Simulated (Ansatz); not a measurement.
Set up this calculation in Ansatz 0.2.0, as the native input.

| Item | Value |
| --- | --- |
| Task | band structure |
| Functional | PBE |
| Potentials or basis | all-electron LAPW, relativistic spinors |
| Cutoff | 266 eV (chosen from the basis error) |
| Basis error allowed | 0.001 eV/atom |
| k mesh | 6 × 6 × 6 |
| Occupations | fermi-dirac, width 0.05 eV |
| Spin | spin-orbit coupling, no magnetisation |

CdSe:

```
Cd Se
1.0
     0.00000    3.07027    3.07027
     3.07027    0.00000    3.07027
     3.07027    3.07027    0.00000
Cd Se
1 1
Direct
  0.00000 0.00000 0.00000
  0.25000 0.25000 0.25000
```

Measurements of this composition are mostly on another form, of space group No. 186.

One way to write it, as run:

input.yaml

```yaml
crystal:
  lattice:
    - [0.0, 3.0702711986, 3.0702711986]
    - [3.0702711986, 0.0, 3.0702711986]
    - [3.0702711986, 3.0702711986, 0.0]
  atoms:
    - { symbol: Cd, position: [0.0, 0.0, 0.0] }
    - { symbol: Se, position: [0.25, 0.25, 0.25] }
kpoints:
  mp_grid: { grid: [6, 6, 6] }
  band_path:
    path:
      - [0.0, 0.0, 0.0]
      - [0.5, 0.0, 0.5]
      - [0.5, 0.25, 0.75]
      - [0.375, 0.375, 0.75]
      - [0.0, 0.0, 0.0]
      - [0.5, 0.5, 0.5]
      - [0.625, 0.25, 0.625]
      - [0.5, 0.25, 0.75]
    npoints: 10
scf:
  occupations: { method: fermi_dirac, width: 0.05 }
hamiltonian:
  xc: pbe
  pseudopotentials: { kind: all_electron, lapw: { basis_error: 0.001 } }
magnetization:
  noncollinear: true
  spin_orbit: true
output:
  forces: true
  stress: true
  eigenvalues: true
```

Potentials or basis: all-electron LAPW, relativistic spinors.

Run with:

```bash
$ ansatz run input.yaml --threads 1 --pin off --max-ram 3072MiB --backend cpu --events-out ev --progress --plain --runs-dir out
```

Results of the run:

```json
{"Pressure": "1.3 GPa", "Band gap on the k mesh": "0.43 eV, direct", "Band gap along the path": "0.43 eV, direct"}
```

Wall time 39 s on 1 thread of Intel(R) Xeon(R) 6975P-C (Granite Rapids), with other jobs on the host, peak memory 0.45 GiB.
